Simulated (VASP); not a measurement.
# BeTe (Fm-3m) in VASP: relaxation of cell and atoms with PBE

Aim: the relaxation of cell and atoms of BeTe with PBE.

Everything below comes from runs of VASP 6.6.1. Logs are shortened: lines on timing, memory, paths and dates and some standing lists are left out, and cuts for length are marked.

## 1. The structure

It takes space group Fm-3m (No. 225, cubic). The conventional cell has a = 5.484 Å, b = 5.484 Å, c = 5.484 Å, α = 90.00°, β = 90.00°, γ = 90.00°. Be (site symmetry m-3m) has 6 Te at 2.74 Å as nearest neighbours. Around Te (site symmetry m-3m) lie 6 Be at 2.74 Å.

The cell was built by a generator and needn't be a form met in nature.

## 2. Relaxation of cell and atoms, PBE

INCAR

```
SYSTEM = BeTe
PREC = Normal ; ENCUT = 520
EDIFF = 1E-4 ; ISMEAR = 0
SIGMA = 0.15 ; LREAL = .False.
LASPH = .True. ; NELM = 60
ALGO = Fast ; ISIF = 3
LWAVE = .False. ; LCHARG = .False.
GGA = PE ; IBRION = 2
NSW = 24 ; EDIFFG = -0.08
```

KPOINTS

```
Automatic mesh
0
Gamma
  5 5 5
  0 0 0
```

POSCAR

```
BeTe
1.0
    0.0000000000      2.7421073300      2.7421073300
    2.7421073300      0.0000000000      2.7421073300
    2.7421073300      2.7421073300      0.0000000000
Be Te
1 1
Direct
    0.5000000000      0.5000000000      0.5000000000
    0.0000000000      0.0000000000      0.0000000000
```

Potentials or basis: VASP PAW PBE potentials, release 64 (Be, Te).

Command:

```bash
> cat potpaw_PBE.64/Be/POTCAR potpaw_PBE.64/Te/POTCAR > POTCAR
> mpirun -np 1 vasp_std > vasp.out
```

OUTCAR:

```text
SYSTEM = BeTe
   PREC = Normal
   ENCUT = 520
   EDIFF = 1E-4
   ISMEAR = 0
   LREAL = .False.
   LASPH = .True.
   NELM = 60
   ISIF = 3
   GGA = PE
   IBRION = 2
   NSW = 24
   EDIFFG = -0.08

 ion  position               nearest neighbor table
   1  0.500  0.500  0.500-   2 2.74   2 2.74   2 2.74   2 2.74   2 2.74   2 2.74
   2  0.000  0.000  0.000-   1 2.74   1 2.74   1 2.74   1 2.74   1 2.74   1 2.74

  LATTYP: Found a face centered cubic cell.
 ALAT       =     5.4842146600

  Lattice vectors:

 A1 = (   0.0000000000,   2.7421073300,   2.7421073300)
 A2 = (   2.7421073300,   0.0000000000,   2.7421073300)
 A3 = (   2.7421073300,   2.7421073300,   0.0000000000)

Analysis of symmetry for initial positions (statically):
=====================================================================
 Subroutine PRICEL returns:
 Original cell was already a primitive cell.

 Routine SETGRP: Setting up the symmetry group for a
 face centered cubic supercell.

 Subroutine GETGRP returns: Found 48 space group operations
 (whereof 48 operations were pure point group operations)
 out of a pool of 48 trial point group operations.

The static configuration has the point symmetry O_h .

Analysis of symmetry for dynamics (positions and initial velocities):
=====================================================================
 Subroutine PRICEL returns:
 Original cell was already a primitive cell.

 Routine SETGRP: Setting up the symmetry group for a
 face centered cubic supercell.

 Subroutine GETGRP returns: Found 48 space group operations
 (whereof 48 operations were pure point group operations)
 out of a pool of 48 trial point group operations.

The dynamic configuration has the point symmetry O_h .

 Subroutine INISYM returns: Found 48 space group operations
 (whereof 48 operations are pure point group operations),
 and found     1 'primitive' translations

----------------------------------------------------------------------------------------

                                     Primitive cell

  volume of cell :      41.2366

  direct lattice vectors                    reciprocal lattice vectors
     0.000000000  2.742107330  2.742107330    -0.182341513  0.182341513  0.182341513
     2.742107330  0.000000000  2.742107330     0.182341513 -0.182341513  0.182341513
     2.742107330  2.742107330  0.000000000     0.182341513  0.182341513 -0.182341513

  length of vectors
     3.877925376  3.877925376  3.877925376     0.315824765  0.315824765  0.315824765

  position of ions in fractional coordinates (direct lattice)
     0.500000000  0.500000000  0.500000000
     0.000000000  0.000000000  0.000000000

  ion indices of the primitive-cell ions
   primitive index   ion index
                 1           1
                 2           2

----------------------------------------------------------------------------------------

 KPOINTS: Automatic mesh

Automatic generation of k-mesh.
 Grid dimensions read from file:
 generate k-points for:    5    5    5

 Generating k-lattice:

  Cartesian coordinates                     Fractional coordinates (reciprocal lattice)
    -0.036468303  0.036468303  0.036468303     0.200000000  0.000000000  0.000000000
     0.036468303 -0.036468303  0.036468303     0.000000000  0.200000000  0.000000000
     0.036468303  0.036468303 -0.036468303     0.000000000  0.000000000  0.200000000

  Length of vectors
     0.063164953  0.063164953  0.063164953

  Shift w.r.t. Gamma in fractional coordinates (k-lattice)
     0.000000000  0.000000000  0.000000000

 Subroutine IBZKPT returns following result:
 ===========================================

 Found     10 irreducible k-points:

 Following reciprocal coordinates:
            Coordinates               Weight
  0.000000  0.000000  0.000000      1.000000
  0.200000  0.000000  0.000000      8.000000
  0.400000  0.000000  0.000000      8.000000
  0.200000  0.200000  0.000000      6.000000
  0.400000  0.200000  0.000000     24.000000
 -0.400000  0.200000  0.000000     24.000000
 -0.200000  0.200000  0.000000     12.000000
  0.400000  0.400000  0.000000      6.000000
 -0.400000  0.400000  0.000000     12.000000
 -0.400000  0.400000  0.200000     24.000000
   k-points           NKPTS =     10   k-points in BZ     NKDIM =     10   number of bands    NBANDS=      8
   number of dos      NEDOS =    301   number of ions     NIONS =      2
   total plane-waves  NPLWV =  13824
   dimension x,y,z NGX =    24 NGY =   24 NGZ =   24
   dimension x,y,z NGXF=    48 NGYF=   48 NGZF=   48
   ions per type =               1   1
   NGX,Y,Z   is equivalent  to a cutoff of  10.29, 10.29, 10.29 a.u.
   NGXF,Y,Z  is equivalent  to a cutoff of  20.58, 20.58, 20.58 a.u.
 SYSTEM =  BeTe
   PREC   = normal    normal or accurate (medium, high low for compatibility)
   ISTART =      0    job   : 0-new  1-cont  2-samecut
   ICHARG =      2    charge: 1-file 2-atom 10-const
   ISPIN  =      1    spin polarized calculation?
   LNONCOLLINEAR =      F non collinear calculations
   LSORBIT =      F    spin-orbit coupling
   LASPH  =      T    aspherical Exc in radial PAW
   ENCUT  =  520.0 eV  38.22 Ry    6.18 a.u.   7.21  7.21  7.21*2*pi/ulx,y,z
   NELM   =     60;   NELMIN=  2; NELMDL= -5     # of ELM steps
   EDIFF  = 0.1E-03   stopping-criterion for ELM
   LREAL  =      F    real-space projection
   EDIFFG = -.8E-01   stopping-criterion for IOM
   NSW    =     24    number of steps for IOM
   IBRION =      2    ionic relax: 0-MD 1-quasi-New 2-CG
   NFREE  =      1    steps in history (QN), initial steepest desc. (CG)
   ISIF   =      3    stress and relaxation
   ISYM   =      2    0-nonsym 1-usesym 2-fastsym
   POTIM  = 0.5000    time-step for ionic-motion
   TEBEG  =    0.0;   TEEND  =   0.0 temperature during run
   PSTRESS=    0.0 pullay stress
   NELECT =       8.0000    total number of electrons
   NUPDOWN=      -1.0000    fix difference up-down
   EMIN   =  10.00;   EMAX   =-10.00  energy-range for DOS
   EFERMI =   0.00;   METHOD = LEGACY
   ISMEAR =     0;   SIGMA  =   0.15  broadening in eV -4-tet -1-fermi 0-gaus
   EFERMI_NEDOS =   21; number of points for ismear=-14 and -15
   IALGO  =     68    algorithm
   IMIX   =      4    mixing-type and parameters
     AMIX     =   0.40;   BMIX     =  1.00
     AMIX_MAG =   1.60;   BMIX_MAG =  1.00
  volume/ion in A,a.u.               =      20.62       139.14
  Fermi-wavevector in a.u.,A,eV,Ry     =   0.947713  1.790919 12.220219  0.898161
  Thomas-Fermi vector in A             =   2.075833
   LORBIT       =      0    0 simple, 1 ext, 2 COOP (PROOUT), +10 PAW based schemes
   GGA     = PE    functional components
   LHFCALC =     F    Hartree Fock is set to
   AEXX    =    0.0000 exact exchange contribution
   IVDW    =     0    specifies the selected vdW correction
   LEPSILON=     F    determine dielectric tensor
   LRPA    =     F    only Hartree local field effects (RPA)
 conjugate gradient relaxation of ions
 non-spin polarized calculation
 RMM-DIIS sequential band-by-band and
 Gauss-broadening in eV      SIGMA  =   0.15
  energy-cutoff  :      520.00
  volume of cell :       41.24
 maximum number of plane-waves:      1122
   NGX = 15   NGY = 15   NGZ = 15

--------------------------------------- Ionic step        1  -------------------------------------------

 number of electron       8.0000000 magnetization

 Free energy of the ion-electron system (eV)
  ---------------------------------------------------
  ext. energy  EPLUGINS =         0.00000000
  ---------------------------------------------------
  free energy    TOTEN  =        -6.51948297 eV

  energy without entropy =       -6.50908415  energy(sigma->0) =       -6.51428356

------------------------ aborting loop because EDIFF is reached ----------------------------------------

  FORCE on cell =-STRESS in cart. coord.  units (eV):
  Direction    XX          YY          ZZ          XY          YZ          ZX
  --------------------------------------------------------------------------------------
  -------------------------------------------------------------------------------------
  Total       -0.9152887     -0.9152887     -0.9152887     -0.0000000     -0.0000000      0.0000000
  in kB      -35.5619297    -35.5619297    -35.5619297     -0.0000000     -0.0000000      0.0000000
  external PRESSURE =     -35.5619297 kB  Pullay stress =       0.0000000 kB

 VOLUME and BASIS-vectors are now :
 -----------------------------------------------------------------------------
  energy-cutoff  :      520.00
  volume of cell :       41.24
      direct lattice vectors                 reciprocal lattice vectors
     0.000000000  2.742107330  2.742107330    -0.182341513  0.182341513  0.182341513
     2.742107330  0.000000000  2.742107330     0.182341513 -0.182341513  0.182341513
     2.742107330  2.742107330  0.000000000     0.182341513  0.182341513 -0.182341513

 POSITION                                       TOTAL-FORCE (eV/Angst)
 -----------------------------------------------------------------------------------
      2.74211      2.74211      2.74211         0.000000      0.000000      0.000000
      0.00000      0.00000      0.00000        -0.000000     -0.000000      0.000000
 -----------------------------------------------------------------------------------
    total drift:                                0.000000     -0.000000     -0.000000

  FREE ENERGIE OF THE ION-ELECTRON SYSTEM (eV)
  ---------------------------------------------------
  free  energy   TOTEN  =        -6.5194829657 eV

  energy  without entropy=       -6.5090841541  energy(sigma->0) =       -6.51428356

--------------------------------------- Ionic step        2  -------------------------------------------

 number of electron       7.9999998 magnetization

 Free energy of the ion-electron system (eV)
  ---------------------------------------------------
  ext. energy  EPLUGINS =         0.00000000
  ---------------------------------------------------
  free energy    TOTEN  =        -6.54729765 eV

  energy without entropy =       -6.53644888  energy(sigma->0) =       -6.54187327

 E-fermi :   7.3299     XC(G=0):  -9.9453

 val. band max:        6.9826906697   @ k =   0.0000   0.0000   0.0000
 cond. band min:       7.3492517661   @ k =  -0.2000   0.2000   0.0000
 fundamental gap:      0.3665610964
 Fermi energy:         7.3298813573

 k-point     1 :       0.0000    0.0000    0.0000
  band No.  band energies     occupation
      1      -6.0922      2.00000
      2       6.9827      1.99894
      3       6.9827      1.99894
      4       6.9827      1.99894
      5      10.2926      0.00000
      6      13.5126      0.00000
      7      13.5128      0.00000
      8      13.5139      0.00000

 k-point     2 :       0.2000    0.0000    0.0000
  band No.  band energies     occupation
      1      -5.6074      2.00000
      2       4.1671      2.00000
      3       6.9148      1.99991
      4       6.9148      1.99991
      5      10.9222      0.00000
      6      11.6227      0.00000
      7      11.6227      0.00000
      8      13.2739      0.00000

 k-point     3 :       0.4000    0.0000    0.0000
  band No.  band energies     occupation
      1      -4.4629      2.00000
      2       1.0324      2.00000
      3       6.9566      1.99957
      4       6.9566      1.99957
      5       9.8116      0.00000
      6       9.8116      0.00000
      7      10.2987      0.00000
      8      12.8509      0.00000

 k-point     4 :       0.2000    0.2000    0.0000
  band No.  band energies     occupation
      1      -5.4402      2.00000
      2       4.9767      2.00000
      3       5.7390      2.00000
      4       5.7390      2.00000
      5       9.2619      0.00000
      6      11.9864      0.00000
      7      13.1668      0.00000
      8      14.1634      0.00000

 k-point     5 :       0.4000    0.2000    0.0000
  band No.  band energies     occupation
      1      -4.4620      2.00000
      2       2.1749      2.00000
      3       5.0703      2.00000
      4       5.3512      2.00000
      5       8.3057      0.00000
      6      12.6609      0.00000
      7      12.8366      0.00000
      8      13.5564      0.00000

 k-point     6 :      -0.4000    0.2000    0.0000
  band No.  band energies     occupation
      1      -3.8784      2.00000
      2       1.0162      2.00000
      3       4.0248      2.00000
      4       6.0103      2.00000
      5       8.8388      0.00000
      6      11.1089      0.00000
      7      13.0517      0.00000
      8      14.9567      0.00000

 k-point     7 :      -0.2000    0.2000    0.0000
  band No.  band energies     occupation
      1      -4.8668      2.00000
      2       2.8681      2.00000
      3       4.3678      2.00000
      4       7.3493      0.85509
      5      10.0233      0.00000
      6      10.1381      0.00000
      7      12.9263      0.00000
      8      14.3005      0.00000

 k-point     8 :       0.4000    0.4000    0.0000
  band No.  band energies     occupation
      1      -3.8174      2.00000
      2       1.9234      2.00000
      3       4.4214      2.00000
      4       4.4214      2.00000
      5       6.5828      2.00000
      6      10.5086      0.00000
      7      15.7048      0.00000
      8      15.7048      0.00000

 k-point     9 :      -0.4000    0.4000    0.0000
  band No.  band energies     occupation
      1      -3.3572      2.00000
      2       1.5908      2.00000
      3       2.6472      2.00000
      4       4.6579      2.00000
      5       7.4841      0.14587
      6      12.1331      0.00000
      7      14.1156      0.00000
      8      15.4300      0.00000

 k-point    10 :      -0.4000    0.4000    0.2000
  band No.  band energies     occupation
      1      -3.5998      2.00000
      2       1.8646      2.00000
      3       2.9938      2.00000
      4       4.0450      2.00000
      5       9.5512      0.00000
      6      11.3477      0.00000
      7      13.4645      0.00000
      8      16.3212      0.00000

------------------------ aborting loop because EDIFF is reached ----------------------------------------

  FORCE on cell =-STRESS in cart. coord.  units (eV):
  Direction    XX          YY          ZZ          XY          YZ          ZX
  --------------------------------------------------------------------------------------
  -------------------------------------------------------------------------------------
  Total        0.1100203      0.1100203      0.1100203     -0.0000000     -0.0000000      0.0000000
  in kB        4.5707510      4.5707510      4.5707510     -0.0000000     -0.0000000      0.0000000
  external PRESSURE =       4.5707510 kB  Pullay stress =       0.0000000 kB

 VOLUME and BASIS-vectors are now :
 -----------------------------------------------------------------------------
  energy-cutoff  :      520.00
  volume of cell :       38.57
      direct lattice vectors                 reciprocal lattice vectors
     0.000000000  2.681567147  2.681567147    -0.186458132  0.186458132  0.186458132
     2.681567147 -0.000000000  2.681567147     0.186458132 -0.186458132  0.186458132
     2.681567147  2.681567147  0.000000000     0.186458132  0.186458132 -0.186458132

 POSITION                                       TOTAL-FORCE (eV/Angst)
 -----------------------------------------------------------------------------------
      2.68157      2.68157      2.68157        -0.000000      0.000000      0.000000
      2.68157      2.68157      0.00000         0.000000     -0.000000     -0.000000
 -----------------------------------------------------------------------------------
    total drift:                                0.000000     -0.000000     -0.000000

  FREE ENERGIE OF THE ION-ELECTRON SYSTEM (eV)
  ---------------------------------------------------
  free  energy   TOTEN  =        -6.5472976485 eV

  energy  without entropy=       -6.5364488847  energy(sigma->0) =       -6.54187327

 reached required accuracy - stopping structural energy minimisation
```

It took 2.7 s on 1 thread of Intel Xeon 6975P-C (Granite Rapids), shared host; peak memory 0.13 GiB.

Results:

```yaml
Free_energy: -6.5473 eV
Relaxed_volume: 19.28 Å³/atom
Relaxed_cell: a = 3.792 Å, b = 3.792 Å, c = 3.792 Å, α = 60.00°, β = 60.00°, γ = 60.00°
Space_group_after_relaxing_to_0.05_Å: Fm-3m (No. 225)
Energy_gained_by_relaxing: 13.9 meV/atom
Ionic_steps: 2
Pressure_after_relaxing: 0.5 GPa
Band_gap_on_the_k_mesh: none (metal or under the smearing width)
```

The path:
```tsv
step	energy change (eV)	largest force (eV/Å)	pressure (GPa)	volume (Å³)
1	0.0000	0.0000	-3.56	41.24
2	-0.0278	0.0000	0.46	38.57
```

Final structure:
```yaml
crystal:
  lattice:
    - [0.00000, 2.68157, 2.68157]
    - [2.68157, 0.00000, 2.68157]
    - [2.68157, 2.68157, 0.00000]
  atoms:
    - { symbol: Be, position: [0.50000, 0.50000, 0.50000] }
    - { symbol: Te, position: [0.00000, 0.00000, 0.00000] }
```

Caveat: the k mesh is coarse (spacing up to 0.40 Å⁻¹), so the values aren't converged; the relaxation stopped at a loose force limit of 0.08 eV/Å, so its end isn't a converged minimum.
